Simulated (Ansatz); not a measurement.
BaO: relaxation of cell and atoms

Method: DFT, LDA, all-electron LAPW, scalar-relativistic in Ansatz 0.2.0.

Command: `ansatz run input.yaml --threads 1 --pin off --max-ram 2048MiB --backend cpu --events-out ev --progress --plain --runs-dir out` The run took about 18 s on 1 thread of a shared machine.

```yaml
crystal:
  lattice:
    - [0.0, 2.7861883605, 2.7861883605]
    - [2.7861883605, 0.0, 2.7861883605]
    - [2.7861883605, 2.7861883605, 0.0]
  atoms:
    - { symbol: Ba, position: [0.0, 0.0, 0.0] }
    - { symbol: O, position: [0.5, 0.5, 0.5] }
kpoints:
  mp_grid: { grid: [8, 8, 8] }
scf:
  occupations: { method: fermi_dirac, width: 0.02 }
hamiltonian:
  xc: lda
  pseudopotentials: { kind: all_electron, lapw: { basis_error: 0.001 } }
output:
  forces: true
  stress: true
relax:
  f_tol: 0.005
  max_steps: 80
  cell: {}
```

No spin–orbit coupling, which matters for the heavy atoms here.

The cell comes from COD entry 5910030, which wasn't checked; take it as a given geometry. It differs from other determinations. The listed cell was then made from it by scaling, straining or moving an atom.

Each frame lists the cell vectors (Å), then Cartesian positions (Å); symmetry keeps all forces zero. Free energies count from the first step, -223241.4643 eV.

The walk took 5 evaluations in all; steps that aren't listed are left out.

Step 1: E = 0.0 meV, P = -5.44 GPa

```
cell 0.0000 2.7862 2.7862 2.7862 0.0000 2.7862 2.7862 2.7862 0.0000
Ba    0.0000    0.0000    0.0000
O     2.7862    2.7862    2.7862
```

Step 2: E = +6.8 meV, P = 7.60 GPa, step rejected

```
cell 0.0000 2.6504 2.6504 2.6504 0.0000 2.6504 2.6504 2.6504 0.0000
Ba    0.0000    0.0000    0.0000
O     2.6504    2.6504    2.6504
```

Step 3:

```
cell 0.0000 2.7262 2.7262 2.7262 0.0000 2.7262 2.7262 2.7262 0.0000
Ba    0.0000    0.0000    0.0000
O     2.7262    2.7262    2.7262
```

Q: Give the energy, pressure of step 3.

A: E = -56.0 meV, P = -0.84 GPa
```
Ba    0.0000    0.0000    0.0000
O     2.7262    2.7262    2.7262
```

Q: How does the relaxation end?

A: It converges, with a = 5.435 Å, b = 5.435 Å, c = 5.435 Å, α = 90.00°, β = 90.00°, γ = 90.00° (conventional cell, space group Fm-3m). The last solve (on a basis chosen afresh for the final cell, so its energy is not quite comparable) gives E = -57.1 meV, P = -0.04 GPa:
```
cell 0.0000 2.7176 2.7176 2.7176 0.0000 2.7176 2.7176 2.7176 0.0000
Ba    0.0000    0.0000    0.0000
O     2.7176    2.7176    2.7176
```
